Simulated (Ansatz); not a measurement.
Crystal: SnO2 (Cassiterite).

```xyz
6
Lattice="4.7380 0.0000 0.0000 0.0000 4.7380 0.0000 0.0000 0.0000 3.1865" Properties=species:S:1:pos:R:3 pbc="T T T"
Sn    2.3690    2.3690    1.5933
Sn    0.0000    0.0000    0.0000
O     3.8240    0.9140    1.5933
O     3.2830    3.2830    0.0000
O     0.9140    3.8240    1.5933
O     1.4550    1.4550    0.0000
```

Base run:

* Program: Ansatz 0.2.0
* Functional: PBE
* Potentials or basis: Ansatz PAW
* Cutoff: 420 eV (not typed: the program's choice for these potentials)
* k mesh: 6 × 6 × 8
* Occupations: fermi-dirac, width 0.05 eV
* Spin: no spin polarisation

Its results: band gap on the k mesh 1.28 eV, direct; pressure 11.1 GPa; largest force 0.275 eV/Å.

The run is repeated on the same cell with these changes: functional from PBE to r2SCAN; cutoff from 420 eV (not typed: the program's choice for these potentials) to 500 eV (not typed: the program's choice for these potentials). What comes out?

Band gap on the k mesh 1.96 eV, direct; pressure 3.3 GPa; largest force 0.242 eV/Å.

r2SCAN gives the wider gap, since meta-GGAs in the generalised Kohn-Sham scheme recover part of the derivative discontinuity.

Caveats: spin-orbit coupling is left out, which moves the levels of the heavy elements; the PAW data sets come from PBE, with cores solved anew for the run's functional, which leaves a small shift of forces and pressure (some runs).
